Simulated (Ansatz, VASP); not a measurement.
# One calculation of Ag, 3 ways

The starting cell:

```
Ag
1.0
     0.00000    2.04275    2.04275
     2.04275    0.00000    2.04275
     2.04275    2.04275    0.00000
Ag
1
Direct
  0.00000 0.00000 0.00000
```

Alike in all runs: task relaxation of cell and atoms; functional revPBE; dispersion D4; k mesh 11 × 11 × 11; occupations fermi-dirac, width 0.05 eV; no spin polarisation; no spin-orbit coupling.

```tsv
program and potentials	plane-wave cutoff (eV)	notes	equilibrium volume (Å³/atom)
Ansatz, Ansatz PAW	420	potentials made for PBE, which Ansatz adapts in part; 19 valence electrons an atom on average	16.85
Ansatz, all-electron LAPW, scalar-relativistic	-	-	16.85
VASP, PBE PAW files Ag, 600 eV	600	potentials made for PBE; 11 valence electrons an atom on average	16.81
```

The equilibrium volume spans 16.81 (VASP, PBE PAW files Ag, 600 eV) to 16.85 Å³/atom (Ansatz, Ansatz PAW), with all-electron results at 16.85. Some sets were made for another functional than the one run, which can shift their rows. Relaxations stop with a little pressure left, so the last digit of a volume isn't settled.

Differences between rows come from potentials, basis sets and numerical settings, since the functional is the same but for its coding. Runs on potential files found faulty are left out.
